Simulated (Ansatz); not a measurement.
# Ge: the cost of one run

Computed with Ansatz 0.2.0 (DFT PBE+D3(BJ), scalar-relativistic, plane waves, PAW, unless a step's input says otherwise).

6 further runs of the same task are left out: 6 set aside as unsound or not needed.

**1. The system as given**

The structure is trigonal, space group P-3m1 (No. 164). The conventional cell has a = 4.023 Å, b = 4.023 Å, c = 28.000 Å, α = 90.00°, β = 90.00°, γ = 120.00°. Around Ge (site symmetry 3m) lie 3 Ge at 2.42 Å.

Coordinates:

```xyz
2
Lattice="4.0227 0.0000 0.0000 -2.0113 3.4838 0.0000 0.0000 0.0000 28.0000" Properties=species:S:1:pos:R:3 pbc="T T T"
Ge    0.0000    2.3225   14.3421
Ge    2.0113    1.1613   13.6579
```

This sheet was relaxed beforehand with the same method; its gap on the mesh is none (metal).

**2. The grid**

Atoms count from 1 in the order of the input.

The upper layer of a bilayer is slid over the lower one; relaxed at each slide: nothing; the origin of the map has Ge4 above Ge1; the distance between the facing planes is held at 4.35 Å.

The axes are (1) slide of the upper layer along the first cell vector, from Ge4 above Ge1: 9 values from 0.000 to 0.889, periodic; (2) slide of the upper layer along the second cell vector, from Ge4 above Ge1: 9 values from 0.000 to 0.889, periodic.

Nothing else is relaxed. Points are written as (first, second).

The two vectors of the plane (Å): (4.023, 0.000, 0.000); (-2.011, 3.484, 0.000).

**3. The run at (0/9, 0/9) of the map's two axes**

The cell repeats along c, and a dipole correction in the vacuum removes the field between the copies.

File input.yaml:

```yaml
crystal:
  lattice:
    - [4.0226895355, 0.0, 0.0]
    - [-2.0113447678, 3.4837513293, 0.0]
    - [0.0, 0.0, 18.8685220287]
  atoms:
    - { symbol: Ge, position: [0.3333333333, 0.6666666667, 0.2747571329] }
    - { symbol: Ge, position: [0.6666666667, 0.3333333333, 0.2384924475] }
    - { symbol: Ge, position: [0.6666666667, 0.3333333333, 0.5415645175] }
    - { symbol: Ge, position: [0.3333333333, 0.6666666667, 0.5052998322] }
basis:
  ecutwfc: 420
kpoints:
  mp_grid: { grid: [9, 9, 1] }
hamiltonian:
  xc: pbe
  pseudopotentials: { kind: paw, azcp: { folder: soft_1 } }
  dispersion: d3bj
scf:
  occupations: { method: gaussian, width: 0.1 }
output:
  forces: true
  eigenvalues: true
efield:
  axis: 3
  dipole_correction: true
  ramp_width: 0.04
```

Launch:

```bash
$ ansatz run input.yaml --threads 1 --pin off --max-ram 3072MiB --backend cpu --events-out ev --progress --plain --runs-dir out
```

What time and memory should one allow on 1 thread of Intel Xeon Platinum 8488C (Sapphire Rapids), shared host?

About 5.8 s, with a peak of 0.47 GiB.
